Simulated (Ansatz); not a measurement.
Space group Fm-3m (No. 225). a = 4.170 Å, b = 4.170 Å, c = 4.170 Å, α = 90.00°, β = 90.00°, γ = 90.00°
| atom | site | symmetry | x | y | z |
| --- | --- | --- | --- | --- | --- |
| Nb | 4a | m-3m | 0.0000 | 0.0000 | 0.0000 |

Equation of state of this Nb structure (not necessarily the ground state), with shape and atoms relaxed at each volume where symmetry leaves them free. It has no gap at any of these volumes. All numbers below come from Ansatz 0.2.0, DFT PBEsol, scalar-relativistic, plane waves, PAW.

Plane waves to 420 eV, a k mesh through Γ of 18×18×18 on the computed 1-atom cell and Gaussian smearing (0.10 eV); no spin polarisation.

| V (Å³/atom) | E − E(largest V) (meV/atom) | P (GPa) |
| --- | --- | --- |
| 17.045 | 6.39 | 12.06 |
| 17.589 | -23.40 | 5.62 |
| 18.133 | -32.75 | 0.00 |
| 18.677 | -24.18 | -4.91 |
| 19.221 | 0.00 | -9.18 |

Fit a third-order Birch–Murnaghan equation to E(V).

V0 = 18.13 Å³/atom, B0 = 175 GPa, B0' = 3.5.

This fcc form isn't the element's structure at ambient conditions.